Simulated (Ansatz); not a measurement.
## Relaxation of Ru

The calculation used Ansatz, DFT PBEsol, scalar-relativistic, plane waves, PAW. Run with 420 eV cutoff, 20×20×20 k-mesh, Gaussian smearing of 0.10 eV, no spin polarisation.

What was changed in Mo: Mo → Ru on all its sites, cell and atoms relaxed.

Command:

```bash
ansatz run input.yaml --threads 1 --pin off --max-ram 2560MiB --backend cpu --events-out ev --progress --plain --runs-dir out
```

Input:

```yaml
crystal:
  lattice:
    - [-1.5084718663, 1.5084718663, 1.5084718663]
    - [1.5084718663, -1.5084718663, 1.5084718663]
    - [1.5084718663, 1.5084718663, -1.5084718663]
  atoms:
    - { symbol: Ru, position: [0.0, 0.0, 0.0] }
basis:
  ecutwfc: 420
kpoints:
  mp_grid: { grid: [20, 20, 20] }
hamiltonian:
  xc: pbesol
scf:
  occupations: { method: gaussian, width: 0.1 }
output:
  forces: true
  stress: true
  eigenvalues: true
relax:
  adjacent_minimum: "off"
  f_tol: 0.01
  max_steps: 60
  cell: { stress_tol: 0.1 }
```

F is the free energy. Steps run on the plane waves of an earlier cell, but the last one, and at times one on the way, on a freshly chosen basis, so a repeated geometry can differ a little in energy.

Steps:

```tsv
step	F − F(1) (eV)	largest force component (eV/Å)	V (Å³/atom)	P (GPa)
1	0.0000	0.000	13.730	0.45
2	0.0000	0.000	13.770	-0.45
3	0.0000	0.000	13.750	0.00
4	0.0000	0.000	13.750	0.00
```

Relaxed structure:

```
CELL_PARAMETERS angstrom
-1.50919 1.50919 1.50919
1.50919 -1.50919 1.50919
1.50919 1.50919 -1.50919
ATOMIC_POSITIONS crystal
Ru 0.00000 0.00000 0.00000
```

Symmetry: Im-3m, No. 229, cubic system. Conventional cell: a = 3.018 Å, b = 3.018 Å, c = 3.018 Å, α = 90.00°, β = 90.00°, γ = 90.00°. Ru (site symmetry m-3m) is surrounded by 8 Ru at 2.61 Å.

The run converged. It took 12 s on 1 thread of Arm Neoverse V1, with other jobs on the host, peak memory 0.32 GiB.